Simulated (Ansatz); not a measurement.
# Mg$_{3}$Sb$_{2}$: computed properties

The calculation used DFT r2SCAN, scalar-relativistic, plane waves, PAW (Ansatz 0.2.0).

Cutoff 500 eV; k points 6×6×4 on the computed 5-atom cell (Γ-centred); Gaussian smearing, width 0.02 eV; no spin polarisation.

The structure is relaxed at this level of theory with its symmetry kept. Whether it is the stable form of this composition wasn't checked.

```
CELL_PARAMETERS angstrom
4.56916 0.00000 0.00000
-2.28458 3.95701 0.00000
0.00000 0.00000 7.24042
ATOMIC_POSITIONS crystal
Mg 0.33333 0.66667 0.63366
Mg 0.66667 0.33333 0.36634
Mg 0.00000 0.00000 0.00000
Sb 0.33333 0.66667 0.22874
Sb 0.66667 0.33333 0.77126
```

```json
{
  "Space group": "P-3m1 (No. 164)",
  "Volume per atom": "176.7 bohr³",
  "Formation energy from the elements' standard states (uncorrected)": "-0.496 eV/atom",
  "Generalised Kohn–Sham band gap": "0.59 eV, indirect from Γ to (0.000, 0.422, 0.339)",
  "Löwdin character of the top 1 eV of the valence band": "Sb 5p 94 %, unprojected 5 %",
  "Löwdin character of the lowest 1 eV of the conduction band": "Mg 3s 58 %, Sb 5p 14 %, unprojected 24 %",
  "Electron masses at the edge by Cartesian direction of the standard setting (m_e; degenerate bands sorted by energy; no spin-orbit coupling)": "x: 0.13; y: 0.49; z: 0.19",
  "Hole masses at the edge by Cartesian direction of the standard setting (m_e; degenerate bands sorted by energy; no spin-orbit coupling)": "x: 1.1; y: 1.1; z: 0.085",
  "Bulk modulus": "46 GPa",
  "Its pressure derivative": "4.2",
  "Electronic dielectric constant xx, yy, zz of the standard setting (independent particles)": "11.2, 11.2, 12.6",
  "Bader charges (e)": "Mg (2 in the cell) 1.56, Mg (1 in the cell) 1.61, Sb (2 in the cell) -2.36"
}
```

Spin-orbit coupling is left out, which matters for the bands of heavy elements.